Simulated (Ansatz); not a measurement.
# Ir (Fm-3m) in Ansatz: a series of runs, part 2 of 2

Ansatz 0.2.0.

## 5. Relaxation of cell and atoms, PBE+D3(BJ)

Input file input.yaml:

```yaml
crystal:
  lattice:
    - [0.0, 1.9156, 1.9156]
    - [1.9156, 0.0, 1.9156]
    - [1.9156, 1.9156, 0.0]
  atoms:
    - { symbol: Ir, position: [0.0, 0.0, 0.0] }
hamiltonian:
  xc: pbe
  pseudopotentials: { kind: paw }
  dispersion: d3bj
kpoints:
  mp_grid: { grid: [12, 12, 12] }
scf:
  occupations: { method: fermi_dirac, width: 0.05 }
output:
  forces: true
  stress: true
relax:
  f_tol: 0.01
  max_steps: 40
  cell: { stress_tol: 0.05 }
```

Potentials or basis: Ansatz PAW.

Run with:

```
$ ansatz run input.yaml --threads 2 --pin off --max-ram 5632MiB --backend cpu --events-out ev --progress --plain --runs-dir out
```

What it wrote:

```text
Warning: RAYON_NUM_THREADS=2 ignored (pool sized by the plan → 2); use --threads N
Engine: ansatz 0.2.0, aarch64-unknown-linux-gnu
Pseudopotentials: kind: paw
Pseudopotential: Ir, paw, valence charge 17, recommended cutoff 420 eV (normal), Ir.paw.azcp
Functional definition: PBE
  parameter kappa = 0.804
  parameter beta = 0.06672455060314922
  exchange = pbe_x(kappa = kappa, mu = beta*pi^2/3)
  correlation = pbe_c(beta = beta)
Crystal: 1 atoms, lattice volume = 14.059 Å³
Basis set: ecut = 420 eV, 283 PW (Γ), exchange–correlation on 40×40×40 points (8 copies of the dense FFT grid, shifted against one another)
Bands: 13, of which v1, the nominal top of the filled ones, is band 9 counted from 1 (8 counted from 0)
Symmetry: 48 space group operations
Space group: Fm-3m (ITA 225), of the structure as read, at distance tolerance 2.4e-5 Å
k-points: 72 of 1728
Non-local potential: Ir, projectors of the file, l = 0: 3, l = 1: 2, l = 2: 2, l = 3: 1
PAW form: soft (Blöchl's): semilocal exchange-correlation on the pseudo side does not see the compensation charge
PAW one-centre angular grid: Ir, 590 points (default); XC on 64 Gauss nodes
Initial density: superposition of atomic densities (neutral atoms: chi_scale 0, normalization atom), corrected by the library's trained network
Initial wavefunctions: pseudopotential atomic-orbital guess
Functional: x = pbe(κ = 0.804, μ = 0.2195149727645171), c = pbe(β = 0.06672455060314922)
SCF iter   1: F=—  HF=-11936.054655 eV  |F-HF|=—  |Δ(HF+E_count)|=         —  Δρ=4.40e-3  dr2=4.44e-4  ethr=1.77e-3  ⟨swp⟩=5.2  Hψ=4857  notcnv=0
preconditioner: auto → none  [metal: Δε(μ)=0.023 eV  Ē_g=14.309 eV  σ=0.050 eV  W_gap=0.11  n_scr=0 (ndim 8)  ℏωp=29.7 eV  f_vac=0.000  D(μ)=0.55/eV (n_scr^D=0)]
SCF iter   2: F=—  HF=-11936.055153 eV  |F-HF|=—  |Δ(HF+E_count)|=   4.98e-4  Δρ=2.25e-3  dr2=1.15e-4  ethr=2.61e-6  ⟨swp⟩=1.9  Hψ=1788  notcnv=0
SCF iter   3: F=—  HF=-11936.055440 eV  |F-HF|=—  |Δ(HF+E_count)|=   2.87e-4  Δρ=5.24e-4  dr2=3.48e-5  ethr=6.79e-7  ⟨swp⟩=2.0  Hψ=1266  notcnv=0
SCF iter   4: F=—  HF=-11936.055425 eV  |F-HF|=—  |Δ(HF+E_count)|=   1.42e-5  Δρ=1.22e-4  dr2=1.53e-6  ethr=2.04e-7  ⟨swp⟩=2.4  Hψ=1301  notcnv=0
iter 5 did not close the SCF: its close was put off for the readings that it lacked (scf_convergence_deferred on its scf_iter line)
SCF iter   5: F=-11936.055425 eV  HF=-11936.055425 eV  |F-HF|=1.12e-9  |Δ(HF+E_count)|=   2.93e-7  Δρ=2.04e-5  dr2=2.11e-8  ethr=9.00e-9  ⟨swp⟩=2.2  Hψ=1260  notcnv=0
SCF iter   6: F=-11936.055425 eV  HF=-11936.055425 eV  |F-HF|=1.27e-11  |Δ(HF+E_count)|=   3.96e-9  Δρ=6.79e-7  dr2=1.69e-11  ethr=1.24e-10  ⟨swp⟩=2.0  Hψ=2928  notcnv=0
SCF 1 converged in 6 iterations: F = -11936.055425 eV  dr2 = 1.69e-11
relax step   1: F+E_penalty+E_count = -11936.05542517 eV  Δ(F+E_penalty+E_count) = +0.000e0 eV  max|allowed force component| = 0.000e0 eV/Å  Δτ_max = 0.0000 Å  P = +2.384 GPa  Ω = 14.059 Å³  (6 SCF iters, dr2 threshold 1.00e-7 eV, accepted)
Crystal: 1 atoms, lattice volume = 14.302 Å³
Initial density: handed on by an earlier stage of this run
Initial wavefunctions: those handed on with the density
iter 1 solved again at ethr=2.38e-7 eV; its pass at ethr=3.10e-3 eV (dr2=4.05e-5 eV) is discarded
SCF iter   1: F=—  HF=-11936.054004 eV  |F-HF|=—  |Δ(HF+E_count)|=         —  Δρ=7.53e-4  dr2=4.69e-5  ethr=2.38e-7  ⟨swp⟩=2.2  Hψ=6484  notcnv=0
preconditioner: auto → none  [metal: Δε(μ)=0.019 eV  Ē_g=14.102 eV  σ=0.050 eV  W_gap=0.10  n_scr=0 (ndim 8)  ℏωp=29.5 eV  f_vac=0.000  D(μ)=0.56/eV (n_scr^D=0)]
SCF iter   2: F=—  HF=-11936.054001 eV  |F-HF|=—  |Δ(HF+E_count)|=   3.39e-6  Δρ=3.29e-4  dr2=4.05e-6  ethr=2.38e-7  ⟨swp⟩=2.0  Hψ=1246  notcnv=0
SCF iter   3: F=—  HF=-11936.054003 eV  |F-HF|=—  |Δ(HF+E_count)|=   2.41e-6  Δρ=1.31e-4  dr2=6.78e-7  ethr=2.39e-8  ⟨swp⟩=1.4  Hψ=1127  notcnv=0
SCF iter   4: F=-11936.054004 eV  HF=-11936.054004 eV  |F-HF|=4.55e-10  |Δ(HF+E_count)|=   6.05e-7  Δρ=6.99e-6  dr2=2.28e-9  ethr=5.88e-10  ⟨swp⟩=3.0  Hψ=3348  notcnv=0
SCF 2 converged in 4 iterations: F = -11936.054004 eV  dr2 = 2.28e-9
relax step   2: F+E_penalty+E_count = -11936.05400401 eV  Δ(F+E_penalty+E_count) = +1.421e-3 eV  max|allowed force component| = 0.000e0 eV/Å  Δτ_max = 0.0000 Å  P = -3.967 GPa  Ω = 14.302 Å³  energy of the carried Pulay correction = -1.343e-4 eV  (4 SCF iters, dr2 threshold 1.00e-7 eV, rejected (line search))
Crystal: 1 atoms, lattice volume = 14.149 Å³
iter 1 solved again at ethr=1.01e-7 eV; its pass at ethr=3.10e-3 eV (dr2=1.72e-5 eV) is discarded
SCF iter   1: F=—  HF=-11936.056033 eV  |F-HF|=—  |Δ(HF+E_count)|=         —  Δρ=4.74e-4  dr2=1.87e-5  ethr=1.01e-7  ⟨swp⟩=2.1  Hψ=6255  notcnv=0
preconditioner: auto → none  [metal: Δε(μ)=0.021 eV  Ē_g=14.231 eV  σ=0.050 eV  W_gap=0.10  n_scr=0 (ndim 8)  ℏωp=29.6 eV  f_vac=0.000  D(μ)=0.55/eV (n_scr^D=0)]
SCF iter   2: F=—  HF=-11936.056032 eV  |F-HF|=—  |Δ(HF+E_count)|=   1.37e-6  Δρ=2.05e-4  dr2=1.56e-6  ethr=1.01e-7  ⟨swp⟩=2.1  Hψ=1279  notcnv=0
SCF iter   3: F=—  HF=-11936.056029 eV  |F-HF|=—  |Δ(HF+E_count)|=   3.50e-6  Δρ=8.29e-5  dr2=2.65e-7  ethr=9.19e-9  ⟨swp⟩=1.6  Hψ=1199  notcnv=0
SCF iter   4: F=—  HF=-11936.056029 eV  |F-HF|=—  |Δ(HF+E_count)|=   2.30e-7  Δρ=4.16e-6  dr2=8.60e-10  ethr=1.56e-9  ⟨swp⟩=2.0  Hψ=1190  notcnv=0
SCF iter   5: F=—  HF=-11936.056029 eV  |F-HF|=—  |Δ(HF+E_count)|=  6.33e-10  Δρ=4.91e-7  dr2=1.70e-11  ethr=5.06e-12  ⟨swp⟩=2.2  Hψ=1483  notcnv=0
SCF iter   6: F=-11936.056029 eV  HF=-11936.056029 eV  |F-HF|=5.46e-12  |Δ(HF+E_count)|=  1.82e-12  Δρ=1.87e-8  dr2=2.52e-14  ethr=1.00e-12  ⟨swp⟩=5.0  Hψ=3382  notcnv=0
SCF 3 converged in 6 iterations: F = -11936.056029 eV  dr2 = 2.52e-14
relax step   3: F+E_penalty+E_count = -11936.05602876 eV  Δ(F+E_penalty+E_count) = -6.036e-4 eV  max|allowed force component| = 0.000e0 eV/Å  Δτ_max = 0.0000 Å  P = -0.052 GPa  Ω = 14.149 Å³  energy of the carried Pulay correction = -5.015e-5 eV  (6 SCF iters, accepted)
Crystal: 1 atoms, lattice volume = 14.147 Å³
iter 1 solved again at ethr=1.42e-11 eV; its pass at ethr=3.10e-3 eV (dr2=2.42e-9 eV) is discarded
SCF iter   1: F=—  HF=-11936.056030 eV  |F-HF|=—  |Δ(HF+E_count)|=         —  Δρ=6.03e-6  dr2=2.93e-9  ethr=1.42e-11  ⟨swp⟩=2.5  Hψ=6222  notcnv=0
preconditioner: auto → none  [metal: Δε(μ)=0.021 eV  Ē_g=14.233 eV  σ=0.050 eV  W_gap=0.10  n_scr=0 (ndim 8)  ℏωp=29.6 eV  f_vac=0.000  D(μ)=0.55/eV (n_scr^D=0)]
SCF iter   2: F=-11936.056030 eV  HF=-11936.056030 eV  |F-HF|=1.84e-10  |Δ(HF+E_count)|=   1.55e-7  Δρ=2.62e-6  dr2=2.54e-10  ethr=1.42e-11  ⟨swp⟩=3.2  Hψ=2496  notcnv=0
SCF 4 converged in 2 iterations: F = -11936.056030 eV  dr2 = 2.54e-10
relax step   4: F+E_penalty+E_count = -11936.05603016 eV  Δ(F+E_penalty+E_count) = -1.398e-6 eV  max|allowed force component| = 0.000e0 eV/Å  Δτ_max = 0.0000 Å  P = -0.001 GPa  Ω = 14.147 Å³  energy of the carried Pulay correction = -4.908e-5 eV  (2 SCF iters, dr2 threshold 6.80e-9 eV, accepted)
Initial wavefunctions: pseudopotential atomic-orbital guess (no wavefunctions were taken with the density)
iter 1 solved again at ethr=5.15e-8 eV; its pass at ethr=3.10e-3 eV (dr2=8.75e-6 eV) is discarded
SCF iter   1: F=—  HF=-11936.056063 eV  |F-HF|=—  |Δ(HF+E_count)|=         —  Δρ=2.68e-4  dr2=2.17e-7  ethr=5.15e-8  ⟨swp⟩=3.1  Hψ=7247  notcnv=0
SCF iter   2: F=—  HF=-11936.056071 eV  |F-HF|=—  |Δ(HF+E_count)|=   7.82e-6  Δρ=1.34e-4  dr2=5.38e-8  ethr=1.28e-9  ⟨swp⟩=1.1  Hψ=941  notcnv=0
SCF iter   3: F=—  HF=-11936.056075 eV  |F-HF|=—  |Δ(HF+E_count)|=   4.56e-6  Δρ=2.64e-6  dr2=8.18e-10  ethr=3.17e-10  ⟨swp⟩=1.0  Hψ=936  notcnv=0
SCF iter   4: F=-11936.056075 eV  HF=-11936.056075 eV  |F-HF|=3.64e-12  |Δ(HF+E_count)|=  1.49e-10  Δρ=2.95e-7  dr2=1.98e-12  ethr=1.00e-12  ⟨swp⟩=4.0  Hψ=4330  notcnv=0
SCF 5 converged in 4 iterations: F = -11936.056075 eV  dr2 = 1.98e-12
relax step   5: F+E_penalty+E_count = -11936.05607526 eV  Δ(F+E_penalty+E_count) = -4.510e-5 eV  max|allowed force component| = 0.000e0 eV/Å  Δτ_max = 0.0000 Å  P = -0.006 GPa  Ω = 14.147 Å³  stress off target by 6.50e-3 GPa  SCF on the basis re-selected at this cell (its energy is not comparable with the rows above)  (4 SCF iters)
basis re-selected at this cell: Δ(F+E_penalty+E_count) = -4.510e-5 eV, ΔP = -0.006 GPa vs the last step (what re-selecting the basis moved, of the pressure what is left beyond the Pulay correction that the steps carried, after the strain that the cell walked since its last selection, with what the two solves' SCF thresholds leave and, on support functions, any second-order correction that the steps lacked; it is no measure of the basis error at this ecutwfc). This SCF's stress stands 6.50e-3 GPa from its target on what of the cell is left free (relax.cell.stress_tol is 5.00e-2 GPa) and its largest allowed force component is 0.00e0 eV/Å (relax.f_tol is 1.00e-2 eV/Å): within both
SCF converged after 4 iterations
Free energy (F): -11936.056075 eV
Harris-Foulkes:  -11936.056075 eV  (|F-HF|=3.64e-12)
Internal energy: -11936.051330 eV  (E = F + TS)
E sigma→0 (E₀):  -11936.053702 eV
Entropy (-TS):   -0.004746 eV (-4.746 meV/atom)
Fermi energy:    25.859388 eV
--- Per-component energies (eV) ---
  E_band       = -82.484320
  E_kinetic    = 623.491454
  E_local      = -1063.495600  (includes V_loc(G=0)·N_el)
  E_nonlocal   = 72.566336
  E_hartree    = 408.660827
  E_xc         = -268.259204
  E_vxc        = -300.495955  (∫ρ·V_xc dr)
  E_paw        = -9223.414795  (= ΣΔE_a)
  E_vpaw       = -231.872260  (= ΣTr[D̂ρ^β])
  E_aug_tail   = 0.000055  (compensation charges beyond the density's cutoff)
  E_ewald      = -2484.865095
  E_disp       = -0.735309  (pairwise vdW)
  E_smearing   = -0.004746  (= −TS)
  E_closure    = 0.000000  (closes the sum)
  Σ components = -11936.056075   (vs F -11936.056075, Δ=0.00e0)
--- Forces (eV/Å), atoms counted from 1 ---
  atom   1  Ir     0.00000000     0.00000000    -0.00000000
  max |Σ_I F_I| component: 2.05e-32 eV/Å
--- Stress (GPa, compression-positive) ---
       -0.006497       0.000000      -0.000000
       -0.000000      -0.006497       0.000000
       -0.000000       0.000000      -0.006497
  P = ⅓ Tr σ = -0.0065 GPa (-0.065 kbar)
--- Relaxed structure (4 steps of the walk, 3 accepted, 1 SCFs on fresh bases) ---
  F+E_penalty+E_count = -11936.05607526 eV   max|allowed force component| = 0.000e0 eV/Å   (the final SCF, on the basis selected at the relaxed cell)
  cell:  # Å, volume = 14.1472 Å³
    - [-1.019074406579118e-34, 1.9196104747229916, 1.9196104747229916]
    - [1.9196104747229916, -6.369215041119487e-35, 1.9196104747229916]
    - [1.9196104747229916, 1.9196104747229916, -1.5286116098686772e-34]
  atoms:
    - { symbol: Ir, position: [0.0, 0.0, 0.0] }
```

Wall time 2 s (2 threads of Arm Neoverse V1, shared host); peak memory 0.27 GiB.

What came out:

| Quantity | Value |
| --- | --- |
| Free energy | -11936.0561 eV |
| Relaxed volume | 14.15 Å³/atom |
| Relaxed cell | a = 2.715 Å, b = 2.715 Å, c = 2.715 Å, α = 60.00°, β = 60.00°, γ = 60.00° |
| Space group after relaxing (to 0.05 Å) | Fm-3m (No. 225) |
| Energy gained by relaxing | 0.7 meV/atom |
| Ionic steps | 4 |
| Pressure after relaxing | 0.0 GPa |

The path:
| step | energy change (eV) | largest force (eV/Å) | volume (Å³) |
| --- | --- | --- | --- |
| 1 | 0.0000 | 0.0000 | 14.06 |
| 2 | -0.0006 | 0.0000 | 14.15 |
| 3 | -0.0006 | 0.0000 | 14.15 |
| 4 | -0.0006 | 0.0000 | 14.15 |

Final structure:
```
Ir
1.0
     0.00000    1.91961    1.91961
     1.91961    0.00000    1.91961
     1.91961    1.91961    0.00000
Ir
1
Direct
  0.00000 0.00000 0.00000
```

Caveat: the plane-wave basis is chosen anew once the cell has moved, so the energies of steps on either side of that aren't comparable. Zero-point motion and thermal expansion aren't in these numbers.

## 6. Relaxation of cell and atoms, PBE+D4

input.yaml: that of step 5 with these lines changed.

```diff
@@ -10,3 +10,3 @@
   pseudopotentials: { kind: paw }
-  dispersion: d3bj
+  dispersion: d4
 kpoints:
@@ -18,2 +18,6 @@
   stress: true
+  write_density: true
+  write_potential: true
+  elf: true
+  volumetric_format: npy
 relax:
```

Potentials or basis: Ansatz PAW.

Run with:

```
$ ansatz run input.yaml --threads 2 --pin off --max-ram 5632MiB --backend cpu --events-out ev --progress --plain --runs-dir out
```

It took 2.4 s on 2 threads of Arm Neoverse V1, shared host; peak memory 0.28 GiB.

It converged, with:

```
Free energy                            : -11936.2443 eV
Relaxed volume                         : 14.12 Å³/atom
Relaxed cell                           : a = 2.713 Å, b = 2.713 Å, c = 2.713 Å, α = 60.00°, β = 60.00°, γ = 60.00°
Space group after relaxing (to 0.05 Å) : Fm-3m (No. 225)
Energy gained by relaxing              : 0.3 meV/atom
Ionic steps                            : 3
Pressure after relaxing                : 0.0 GPa
Band gap on the k mesh                 : none (metal or under the smearing width)
```

The path:
```csv
step,energy change (eV),largest force (eV/Å),volume (Å³)
1,0.0000,0.0000,14.06
2,-0.0003,0.0000,14.12
3,-0.0003,0.0000,14.12
```

Final structure:
```cif
data_structure
_symmetry_space_group_name_H-M 'P 1'
_symmetry_Int_Tables_number 1
_cell_length_a 2.7129
_cell_length_b 2.7129
_cell_length_c 2.7129
_cell_angle_alpha 60.000
_cell_angle_beta 60.000
_cell_angle_gamma 60.000
_cell_volume 14.12
loop_
_atom_site_label
_atom_site_type_symbol
_atom_site_fract_x
_atom_site_fract_y
_atom_site_fract_z
_atom_site_occupancy
Ir1 Ir 0.00000 0.00000 0.00000 1
```

Levels at points of the mesh, in eV from the Fermi level:
```
             k point  band 5  band 6  band 7  band 8  band 9  band 10  band 11  band 12
  (0.00, 0.00, 0.00)  -11.18   -3.94   -3.94   -3.94   -1.24    -1.24    13.57    19.09
 (0.00, 0.00, -0.50)   -8.16   -4.05   -4.05   -0.81    0.88     0.88     7.27    13.23
(0.00, -0.50, -0.50)   -7.98   -7.41    0.84    1.46    1.46     1.64    10.53    11.46
```

Caveat: the plane-wave basis is chosen anew once the cell has moved, so the energies of steps on either side of that aren't comparable; pairwise dispersion overbinds metals, which lowers pressure and volume.

## 7. Overview

| task | level | cell | smearing | gap on the mesh (eV) | pressure (GPa) | relaxed volume (Å³/atom) |
| --- | --- | --- | --- | --- | --- | --- |
| single point | PBE | as given | gaussian 0.024 eV | none | 11.1 | - |
| single point | PBE | as given | gaussian 0.025 eV | none | 11.1 | - |
| single point | PBE | as given | gaussian 0.026 eV | none | 11.1 | - |
| relaxation of cell and atoms | PBE+D3(BJ) | relaxed | fermi-dirac 0.05 eV | - | 0.0 | 14.15 |
| relaxation of cell and atoms | PBE+D4 | relaxed | fermi-dirac 0.05 eV | none | 0.0 | 14.12 |

Alike in all rows: potentials or basis Ansatz PAW; no spin polarisation; k mesh 12 × 12 × 12; cutoff (eV) 420.

Every run on the cell as given and a fine mesh finds a metal.

Caveats: the plane-wave basis is chosen anew once the cell has moved, so the energies of steps on either side of that aren't comparable (some runs); pairwise dispersion overbinds metals, which lowers pressure and volume (some runs).

Total energies depend on the potentials used, so only differences within one code and one set of settings carry meaning.
